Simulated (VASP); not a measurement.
Runs of VASP 6.6.1 on GaN. The structure is hexagonal, space group P6_3mc (No. 186). Conventional cell: a = 3.189 Å, b = 3.189 Å, c = 5.192 Å, α = 90.00°, β = 90.00°, γ = 120.00°. Ga (site symmetry 3m) is surrounded by 4 N at 1.95 to 1.96 Å. N (site symmetry 3m) is surrounded by 4 Ga at 1.95 to 1.96 Å. The cell is a database's computed one.

| task | level | potentials or basis | cell | k mesh | cutoff (eV) | mesh quality | gap on the mesh (eV) | pressure (GPa) | relaxed volume (Å³/atom) |
| --- | --- | --- | --- | --- | --- | --- | --- | --- | --- |
| relaxation of cell and atoms | RPBE | VASP PAW PBE potentials, release 64 (Ga_d, N) | relaxed | 12 × 12 × 6 | 600 | not flagged | 1.63 | 0.0 | 12.03 |
| relaxation of cell and atoms | PBEsol | VASP PAW PBE potentials, release 64 (Ga, N) | relaxed | 12 × 12 × 6 | 580 | not flagged | 1.76 | 0.0 | (a) |
| relaxation of cell and atoms | LDA | VASP PAW LDA potentials, release 64 (Ga_d, N) | relaxed | 12 × 12 × 6 | 600 | not flagged | (c) | 0.0 | 11.11 |
| relaxation of cell and atoms | PBEsol | VASP PAW PBE potentials, release 64 (Ga_d, N) | relaxed | 12 × 12 × 6 | 600 | not flagged | 1.91 | 0.0 | 11.35 |
| single point | PBEsol | VASP PAW PBE potentials, release 64 (Ga_d, N) | as given | 12 × 12 × 6 | 520 | not flagged | (b) | -1.2 | - |
| relaxation of cell and atoms | PBEsol | VASP PAW PBE potentials, release 64 (Ga_d, N) | relaxed | 6 × 6 × 2 | 600 | coarse | 1.91 | 0.0 | 11.34 |
| relaxation of cell and atoms | PBEsol | VASP PAW PBE potentials, release 64 (Ga_d, N_s) | relaxed | 12 × 12 × 6 | 480 | not flagged | 1.91 | 0.0 | (d) |

Alike in all rows: no spin polarisation; smearing gaussian 0.02 eV.

Task: Fill in the values left out.

Result: (a) 11.74; (b) 1.86; (c) 2.11; (d) 11.36.

Caveats: some runs use coarse meshes; the PAW data sets were made with another functional, which shifts forces and pressure a little (some runs).

A k mesh can miss the band edges, and the runs leave out spin-orbit coupling on Ga.

The runs don't all hold the same shells in valence.

Runs at the PBE level aren't shown here.
